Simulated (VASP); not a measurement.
Crystal: CaS.

```
Ca S
1.0
     0.00000    2.83133    2.83133
     2.83133    0.00000    2.83133
     2.83133    2.83133    0.00000
Ca S
1 1
Direct
  0.00000 0.00000 0.00000
  0.50000 0.50000 0.50000
```

The cell was built by a generator and needn't be a form met in nature.

Base run:

| Item | Value |
| --- | --- |
| Program | VASP 6.6.1 |
| Functional | PBE |
| Potentials or basis | VASP PAW PBE potentials, release 64 (Ca_sv, S) |
| Cutoff | 520 eV |
| k mesh | 8 × 8 × 8 |
| Occupations | gaussian, width 0.02 eV |
| Spin | no spin polarisation |

Its results: band gap on the k mesh 2.32 eV, indirect (least direct gap 3.14 eV); pressure 1.7 GPa.

Task: The run is repeated on the same cell with these changes: cutoff from 520 eV to 550 eV; dispersion from none to D4. What comes out?

Result: Band gap on the k mesh 2.32 eV, indirect (least direct gap 3.14 eV); pressure 0.0 GPa.

A k mesh can miss the band edges.
